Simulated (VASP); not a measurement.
Runs of VASP 6.6.1 on GaP. It takes space group F-43m (No. 216, cubic). The conventional cell has a = 5.451 Å, b = 5.451 Å, c = 5.451 Å, α = 90.00°, β = 90.00°, γ = 90.00°. Ga (site symmetry -43m) has 4 P at 2.36 Å as nearest neighbours. Around P (site symmetry -43m) lie 4 Ga at 2.36 Å. 

| level | potentials or basis | spin | k mesh | cutoff (eV) | grid for exact exchange (PRECFOCK) | screening parameter | further INCAR settings | mesh quality | gap on the mesh (eV) | pressure (GPa) |
| --- | --- | --- | --- | --- | --- | --- | --- | --- | --- | --- |
| HSE06 | VASP PAW PBE potentials, release 64 (Ga_d, P) | off | 5 × 5 × 5 | 520 | Normal | 0.2 1/A | ALGO = Normal; EDIFF = 1e-06 | not flagged | 2.31 | 0.6 |
| PBEsol | VASP PAW PBE potentials, release 64 (Ga_d, P) | SOC, no magnetisation | 7 × 7 × 7 | 520 | - | - | ALGO = Fast; EDIFF = 1e-06 | not flagged | - | (b) |
| PBEsol | VASP PAW PBE potentials, release 64 (Ga_d, P) | off | 7 × 7 × 7 | 520 | - | - | ALGO = Fast; EDIFF = 1e-06 | not flagged | 1.46 | -0.7 |
| LDA | VASP PAW LDA potentials, release 64 (Ga_d, P) | off | 4 × 4 × 4 | 300 | - | - | ALGO = Fast; EDIFF = 1e-06 | coarse | 1.46 | - |
| r2SCAN | VASP PAW PBE potentials, release 64 (Ga_d, P) | off | 7 × 7 × 7 | 520 | - | - | ALGO = Normal; EDIFF = 1e-06 | not flagged | (a) | 0.0 |
| LDA | VASP PAW LDA potentials, release 64 (Ga_d, P) | off | 7 × 7 × 7 | 520 | - | - | ALGO = Fast; EDIFF = 1e-06 | not flagged | 1.44 | -2.7 |

Alike in all rows: task single point; cell as given; smearing fermi-dirac 0.02 eV.

Question: Fill in the values left out.

Answer: (a) 1.85; (b) -0.6.

Caveats: some runs use coarse meshes; the PAW data sets were made with another functional, which shifts forces and pressure a little (some runs); an odd mesh through Γ misses points on the zone boundary, where band edges often lie (some runs); the cutoff is under 1.25 times the usual one of these potentials, so pressure, stress and relaxed cells hold a basis-set (Pulay) error (some runs).

A k mesh can miss the band edges, and rows without SOC leave out spin-orbit coupling on Ga.

Runs at the PBE level aren't shown here.
